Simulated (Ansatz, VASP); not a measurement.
**Two plane-wave programs on V**

The input POSCAR:

```
V
1.0
   -1.5203620146      1.5203620146      1.5203620146
    1.5203620146     -1.5203620146      1.5203620146
    1.5203620146      1.5203620146     -1.5203620146
V
1
Direct
    0.0000000000      0.0000000000      0.0000000000
```

INCAR.step1

```
  PREC = Accurate
  ENCUT = 520
  ISMEAR = 0
  SIGMA = 0.1
  LREAL = False
  LASPH = True
  NELM = 60
  NBANDS = 12
  GGA = PE
  ALGO = Normal
  EDIFF = 1E-4
  LWAVE = True
  LCHARG = False
```

Contents of INCAR.step2:

```
  PREC = Accurate
  ENCUT = 520
  EDIFF = 1E-7
  ISMEAR = 0
  SIGMA = 0.1
  LREAL = False
  LASPH = True
  NELM = 60
  ALGO = Normal
  ISIF = 2
  LWAVE = False
  LCHARG = False
  METAGGA = R2SCAN
  LMIXTAU = True
  NBANDS = 12
  ISTART = 1
```

The input KPOINTS:

```
Automatic mesh
0
Gamma
  20 20 20
```

Input for Ansatz:

```yaml
crystal:
  lattice:
    - [-1.5203620146, 1.5203620146, 1.5203620146]
    - [1.5203620146, -1.5203620146, 1.5203620146]
    - [1.5203620146, 1.5203620146, -1.5203620146]
  atoms:
    - { symbol: V, position: [0.0, 0.0, 0.0] }
basis:
  ecutwfc: 500
kpoints:
  mp_grid: { grid: [20, 20, 20] }
hamiltonian:
  xc: r2scan
scf:
  occupations: { method: gaussian, width: 0.1 }
output:
  forces: true
  stress: true
  eigenvalues: true
```

Alike in both runs: task single point; functional r2SCAN; k mesh 20 × 20 × 20; occupations gaussian, width 0.1 eV; no spin polarisation.

```csv
,VASP,Ansatz
version,VASP 6.6.1,Ansatz 0.2.0
potentials or method,"VASP PAW PBE potentials, release 64 (V_sv)","scalar-relativistic, plane waves, PAW"
plane-wave cutoff (eV),520,500
valence electrons in the cell,13,13
```

```tsv
	VASP	Ansatz	Ansatz less VASP
gap on the k mesh at the Fermi level (eV)	none	none	-
pressure (GPa)	-9.6	-10.1	-0.55
```

A gap of «none» marks a metal or a gap that the smearing closes. The functional is the same, so the differences come from potentials, cutoffs and numerics.

Caveats: the PAW data sets were made with another functional, which shifts forces and pressure a little (VASP).
